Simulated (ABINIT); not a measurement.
# KTaO3 (Pm-3m) in ABINIT: equation of state with r2SCAN

Aim: the equation of state of KTaO3 with r2SCAN.

All numbers are computed with ABINIT 10.8.3 (patched build); they aren't measurements. Logs are shortened: lines on timing, memory, paths and dates and some standing lists are left out, and cuts for length are marked. The log counts tension as positive stress, the text compression.

## Step 1: Starting point

Symmetry: Pm-3m, No. 221, cubic system. Conventional cell: a = 3.988 Å, b = 3.988 Å, c = 3.988 Å, α = 90.00°, β = 90.00°, γ = 90.00°. Ta (site symmetry m-3m) has 6 O at 1.99 Å as nearest neighbours. K (site symmetry m-3m) is surrounded by 12 O at 2.82 Å. O (site symmetry 4/mmm) is surrounded by 2 Ta at 1.99 Å.

## Step 2: Equation of state, r2SCAN

The input, run.abi:

```
# Datasets: one volume each
ndtset 7
scalecart1 3*0.9795861087
scalecart2 3*0.9864848297
scalecart3 3*0.9932883884
scalecart4 3*1.0000000000
scalecart5 3*1.0066227096
scalecart6 3*1.0131594038
scalecart7 3*1.0196128224

# Pseudopotentials
pp_dirpath "./"
pseudos "Ta.GGA_PBE-JTH.xml, K.GGA_PBE-JTH.xml, O.GGA_PBE-JTH.xml"

# Structure
acell 7.5367947028 7.5367947028 7.5367947028
rprim
     1.0000000000     0.0000000000     0.0000000000
     0.0000000000     1.0000000000     0.0000000000
     0.0000000000     0.0000000000     1.0000000000
ntypat 3
znucl 73 19 8
natom 5
typat 1 2 3 3 3
xred
     0.0000000000     0.0000000000     0.0000000000
     0.5000000000     0.5000000000     0.5000000000
     0.0000000000     0.0000000000     0.5000000000
     0.0000000000     0.5000000000     0.0000000000
     0.5000000000     0.0000000000     0.0000000000

# Plane-wave basis
ecut 28.0
pawecutdg 50.0
pawovlp 30

# k points
kptopt 1
ngkpt 7 7 7
nshiftk 1
shiftk 0.0 0.0 0.0

# Exchange and correlation
ixc -497498
usekden 1
pawxcdev 0

# Bands and occupations
nband 24
occopt 3
tsmear 0.05 eV

# SCF cycle
nstep 100
tolvrs 1.0e-7

# Output
iomode 3
prtwf 0
prtden 0
prteig 0
prtebands 0
enunit 2
```

Potentials or basis: JTH PAW PBE v2.0.

Launch:

```console
$ mpirun --bind-to none -np 4 abinit run.abi > log 2>&1
```

run.abo:

```text
.Version 10.8.3 of ABINIT
 DATASET    1 : space group Pm -3 m (#221); Bravais cP (primitive cubic)
================================================================================
 Values of the parameters that define the memory need for DATASET  1.
     intxc =       0    ionmov =       0      iscf =      17    lmnmax =      18
     lnmax =       6     mgfft =      36  mpssoang =       3    mqgrid =    3001
     natom =       5  nloc_mem =       2    nspden =       1   nspinor =       1
    nsppol =       1      nsym =      48    n1xccc =       1    ntypat =       3
    occopt =       3   xclevel =       2
       mpw =        2878          nfft =       46656          nkpt =          20
Pmy_natom=         2
 PAW method is used; the additional fine FFT grid is defined by:
   mgfftf=        48    nfftf =    110592
================================================================================
================================================================================
[... 77 lines left out ...]
================================================================================
 Values of the parameters that define the memory need for DATASET  7.
     intxc =       0    ionmov =       0      iscf =      17    lmnmax =      18
     lnmax =       6     mgfft =      40  mpssoang =       3    mqgrid =    3001
     natom =       5  nloc_mem =       2    nspden =       1   nspinor =       1
    nsppol =       1      nsym =      48    n1xccc =       1    ntypat =       3
    occopt =       3   xclevel =       2
       mpw =        3225          nfft =       64000          nkpt =          20
Pmy_natom=         2
 PAW method is used; the additional fine FFT grid is defined by:
   mgfftf=        50    nfftf =    125000
================================================================================
================================================================================

--------------------------------------------------------------------------------
------------- Echo of variables that govern the present computation ------------
--------------------------------------------------------------------------------
 -outvars: echo values of preprocessed input variables --------
            acell      7.5367947028E+00  7.5367947028E+00  7.5367947028E+00 Bohr
              amu      1.80947900E+02  3.90983000E+01  1.59994000E+01
             ecut      2.80000000E+01 Hartree
           enunit           2
              ixc     -497498
           jdtset        1    2    3    4    5    6    7
         kptrlatt        7    0    0      0    7    0      0    0    7
          kptrlen1     5.16805758E+01
          kptrlen2     5.20445355E+01
          kptrlen3     5.24034746E+01
          kptrlen4     5.27575629E+01
          kptrlen5     5.31069609E+01
          kptrlen6     5.34518210E+01
          kptrlen7     5.37922876E+01
            natom           5
            nband          24
           ndtset           7
            ngfft1         36      36      36
            ngfft2         36      36      36
            ngfft3         36      36      36
            ngfft4         36      36      36
            ngfft5         40      40      40
            ngfft6         40      40      40
            ngfft7         40      40      40
          ngfftdg1         48      48      48
          ngfftdg2         48      48      48
          ngfftdg3         48      48      48
          ngfftdg4         48      48      48
          ngfftdg5         50      50      50
          ngfftdg6         50      50      50
          ngfftdg7         50      50      50
             nkpt          20
            nstep         100
             nsym          48
           ntypat           3
           occopt           3
        pawecutdg      5.00000000E+01 Hartree
          pawovlp      3.0000000000E+01
         pawxcdev           0
           prtden           0
        prtebands           0
           prteig           0
          prtkden           1
            prtwf           0
            rprim1     9.7958610870E-01  0.0000000000E+00  0.0000000000E+00
                       0.0000000000E+00  9.7958610870E-01  0.0000000000E+00
                       0.0000000000E+00  0.0000000000E+00  9.7958610870E-01
            rprim2     9.8648482970E-01  0.0000000000E+00  0.0000000000E+00
                       0.0000000000E+00  9.8648482970E-01  0.0000000000E+00
                       0.0000000000E+00  0.0000000000E+00  9.8648482970E-01
            rprim3     9.9328838840E-01  0.0000000000E+00  0.0000000000E+00
                       0.0000000000E+00  9.9328838840E-01  0.0000000000E+00
                       0.0000000000E+00  0.0000000000E+00  9.9328838840E-01
            rprim4     1.0000000000E+00  0.0000000000E+00  0.0000000000E+00
                       0.0000000000E+00  1.0000000000E+00  0.0000000000E+00
                       0.0000000000E+00  0.0000000000E+00  1.0000000000E+00
            rprim5     1.0066227096E+00  0.0000000000E+00  0.0000000000E+00
                       0.0000000000E+00  1.0066227096E+00  0.0000000000E+00
                       0.0000000000E+00  0.0000000000E+00  1.0066227096E+00
            rprim6     1.0131594038E+00  0.0000000000E+00  0.0000000000E+00
                       0.0000000000E+00  1.0131594038E+00  0.0000000000E+00
                       0.0000000000E+00  0.0000000000E+00  1.0131594038E+00
            rprim7     1.0196128224E+00  0.0000000000E+00  0.0000000000E+00
                       0.0000000000E+00  1.0196128224E+00  0.0000000000E+00
                       0.0000000000E+00  0.0000000000E+00  1.0196128224E+00
          spgroup         221
           tolvrs      1.00000000E-07
           tsmear      1.83746611E-03 Hartree
            typat      1  2  3  3  3
          usekden           1
           useylm           1
           xangst1     0.0000000000E+00  0.0000000000E+00  0.0000000000E+00
                       1.9534416373E+00  1.9534416373E+00  1.9534416373E+00
                       0.0000000000E+00  0.0000000000E+00  1.9534416373E+00
                       0.0000000000E+00  1.9534416373E+00  0.0000000000E+00
                       1.9534416373E+00  0.0000000000E+00  0.0000000000E+00
           xangst2     0.0000000000E+00  0.0000000000E+00  0.0000000000E+00
                       1.9671987218E+00  1.9671987218E+00  1.9671987218E+00
                       0.0000000000E+00  0.0000000000E+00  1.9671987218E+00
                       0.0000000000E+00  1.9671987218E+00  0.0000000000E+00
                       1.9671987218E+00  0.0000000000E+00  0.0000000000E+00
           xangst3     0.0000000000E+00  0.0000000000E+00  0.0000000000E+00
                       1.9807660384E+00  1.9807660384E+00  1.9807660384E+00
                       0.0000000000E+00  0.0000000000E+00  1.9807660384E+00
                       0.0000000000E+00  1.9807660384E+00  0.0000000000E+00
                       1.9807660384E+00  0.0000000000E+00  0.0000000000E+00
           xangst4     0.0000000000E+00  0.0000000000E+00  0.0000000000E+00
                       1.9941499986E+00  1.9941499986E+00  1.9941499986E+00
[... 38 lines left out ...]
            xcart5     0.0000000000E+00  0.0000000000E+00  0.0000000000E+00
                       3.7933543527E+00  3.7933543527E+00  3.7933543527E+00
                       0.0000000000E+00  0.0000000000E+00  3.7933543527E+00
                       0.0000000000E+00  3.7933543527E+00  0.0000000000E+00
                       3.7933543527E+00  0.0000000000E+00  0.0000000000E+00
            xcart6     0.0000000000E+00  0.0000000000E+00  0.0000000000E+00
                       3.8179872138E+00  3.8179872138E+00  3.8179872138E+00
                       0.0000000000E+00  0.0000000000E+00  3.8179872138E+00
                       0.0000000000E+00  3.8179872138E+00  0.0000000000E+00
                       3.8179872138E+00  0.0000000000E+00  0.0000000000E+00
            xcart7     0.0000000000E+00  0.0000000000E+00  0.0000000000E+00
                       3.8423062594E+00  3.8423062594E+00  3.8423062594E+00
                       0.0000000000E+00  0.0000000000E+00  3.8423062594E+00
                       0.0000000000E+00  3.8423062594E+00  0.0000000000E+00
                       3.8423062594E+00  0.0000000000E+00  0.0000000000E+00
             xred      0.0000000000E+00  0.0000000000E+00  0.0000000000E+00
                       5.0000000000E-01  5.0000000000E-01  5.0000000000E-01
                       0.0000000000E+00  0.0000000000E+00  5.0000000000E-01
                       0.0000000000E+00  5.0000000000E-01  0.0000000000E+00
                       5.0000000000E-01  0.0000000000E+00  0.0000000000E+00
            znucl       73.00000   19.00000    8.00000

================================================================================

 chkinp: Checking input parameters for consistency, jdtset=   1.

 chkinp: Checking input parameters for consistency, jdtset=   2.
[... 36 lines left out ...]
 getcut: wavevector=  0.0000  0.0000  0.0000  ngfft=  48  48  48
         ecut(hartree)=     50.000   => boxcut(ratio)=   2.04250

--- Pseudopotential description ------------------------------------------------
- pspini: atom type   1  psp file is ./Ta.GGA_PBE-JTH.xml
 Pseudopotential format is: paw10
 basis_size (lnmax)=  6 (lmn_size= 18), orbitals=   0   0   1   1   2   2
 Spheres core radius: rc_sph= 2.41973345
 Shapefunction is SIN type: shapef(r)=[sin(pi*r/rshp)/(pi*r/rshp)]**2
 Radius for shape functions =  2.11065461
 Compensation charge density is not taken into account in XC energy/potential

- pspini: atom type   2  psp file is ./K.GGA_PBE-JTH.xml
 Pseudopotential format is: paw10
 basis_size (lnmax)=  5 (lmn_size= 13), orbitals=   0   0   1   1   2
 Spheres core radius: rc_sph= 2.10865939
 Shapefunction is SIN type: shapef(r)=[sin(pi*r/rshp)/(pi*r/rshp)]**2
 Radius for shape functions =  2.00653367
 Compensation charge density is not taken into account in XC energy/potential

- pspini: atom type   3  psp file is ./O.GGA_PBE-JTH.xml
 Pseudopotential format is: paw10
 basis_size (lnmax)=  4 (lmn_size=  8), orbitals=   0   0   1   1
 Spheres core radius: rc_sph= 1.41465230
 Shapefunction is SIN type: shapef(r)=[sin(pi*r/rshp)/(pi*r/rshp)]**2
 Radius for shape functions =  1.20231231
 Compensation charge density is not taken into account in XC energy/potential

   4.13884705E+03                                ecore*ucvol(ha*bohr**3)
--------------------------------------------------------------------------------

================================================================================

--- !BeginCycle
iteration_state: {dtset: 1, }
solver: {iscf: 17, nstep: 100, nline: 4, wfoptalg: 10, }
tolerances: {tolvrs: 1.00E-07, }
...
[... 873 lines left out ...]
 getcut: wavevector=  0.0000  0.0000  0.0000  ngfft=  40  40  40
         ecut(hartree)=     28.000   => boxcut(ratio)=   2.21341

 getcut : COMMENT -
  Note that boxcut > 2.2 ; recall that boxcut=Gcut(box)/Gcut(sphere) = 2
  is sufficient for exact treatment of convolution.
  Such a large boxcut is a waste : you could raise ecut
  e.g. ecut=   34.294377 Hartrees makes boxcut=2

 Fine grid specifications (used for densities):

 getcut: wavevector=  0.0000  0.0000  0.0000  ngfft=  50  50  50
         ecut(hartree)=     50.000   => boxcut(ratio)=   2.07046
--------------------------------------------------------------------------------
[... 638 lines left out ...]
-Cartesian components of stress tensor (GPa)         [Pressure= -1.0920E+01 GPa]
- sigma(1 1)=  1.09195607E+01  sigma(3 2)=  0.00000000E+00
- sigma(2 2)=  1.09195607E+01  sigma(3 1)=  0.00000000E+00
- sigma(3 3)=  1.09195607E+01  sigma(2 1)=  0.00000000E+00

== END DATASET(S) ==============================================================
================================================================================

 -outvars: echo values of variables after computation  --------
            acell      7.5367947028E+00  7.5367947028E+00  7.5367947028E+00 Bohr
           etotal1    -9.0790956080E+01
           etotal2    -9.0794591114E+01
           etotal3    -9.0796718984E+01
           etotal4    -9.0797475399E+01
           etotal5    -9.0797039806E+01
           etotal6    -9.0795470176E+01
           etotal7    -9.0792906372E+01
            fcart1    -0.0000000000E+00 -0.0000000000E+00 -0.0000000000E+00
                      -0.0000000000E+00 -0.0000000000E+00 -0.0000000000E+00
                      -0.0000000000E+00 -0.0000000000E+00 -0.0000000000E+00
                      -0.0000000000E+00 -0.0000000000E+00 -0.0000000000E+00
                      -0.0000000000E+00 -0.0000000000E+00 -0.0000000000E+00
            fcart2    -0.0000000000E+00 -0.0000000000E+00 -0.0000000000E+00
                      -0.0000000000E+00 -0.0000000000E+00 -0.0000000000E+00
                      -0.0000000000E+00 -0.0000000000E+00 -0.0000000000E+00
                      -0.0000000000E+00 -0.0000000000E+00 -0.0000000000E+00
                      -0.0000000000E+00 -0.0000000000E+00 -0.0000000000E+00
[... 80 lines left out ...]
           xangst5     0.0000000000E+00  0.0000000000E+00  0.0000000000E+00
                       2.0073566750E+00  2.0073566750E+00  2.0073566750E+00
                       0.0000000000E+00  0.0000000000E+00  2.0073566750E+00
                       0.0000000000E+00  2.0073566750E+00  0.0000000000E+00
                       2.0073566750E+00  0.0000000000E+00  0.0000000000E+00
           xangst6     0.0000000000E+00  0.0000000000E+00  0.0000000000E+00
                       2.0203918237E+00  2.0203918237E+00  2.0203918237E+00
                       0.0000000000E+00  0.0000000000E+00  2.0203918237E+00
                       0.0000000000E+00  2.0203918237E+00  0.0000000000E+00
                       2.0203918237E+00  0.0000000000E+00  0.0000000000E+00
           xangst7     0.0000000000E+00  0.0000000000E+00  0.0000000000E+00
                       2.0332609084E+00  2.0332609084E+00  2.0332609084E+00
                       0.0000000000E+00  0.0000000000E+00  2.0332609084E+00
                       0.0000000000E+00  2.0332609084E+00  0.0000000000E+00
                       2.0332609084E+00  0.0000000000E+00  0.0000000000E+00
             xred      0.0000000000E+00  0.0000000000E+00  0.0000000000E+00
                       5.0000000000E-01  5.0000000000E-01  5.0000000000E-01
                       0.0000000000E+00  0.0000000000E+00  5.0000000000E-01
                       0.0000000000E+00  5.0000000000E-01  0.0000000000E+00
                       5.0000000000E-01  0.0000000000E+00  0.0000000000E+00
 Calculation completed.
```

Wall time 7.7 min (4 MPI ranks of Intel Xeon Platinum 8488C (Sapphire Rapids), shared host); peak memory 0.76 GiB.

What came out:

```yaml
Equilibrium_volume: 12.72 Å³/atom
Bulk_modulus: 208 GPa
Pressure_derivative_of_the_bulk_modulus: 4.1
```

Energy against volume, from the lowest point:
```
volume (Å³/atom)  energy (meV/atom)
          11.927              35.48
          12.180              15.70
          12.434               4.12
          12.688               0.00
          12.942               2.37
          13.196              10.91
          13.449              24.87
```

Caveat: pressures at fixed basis lie under the slope of the energies; the PAW data sets were made with another functional, which shifts forces and pressure a little; the atomic spheres overlap. Spin-orbit coupling is left out, which matters for the levels of Ta.
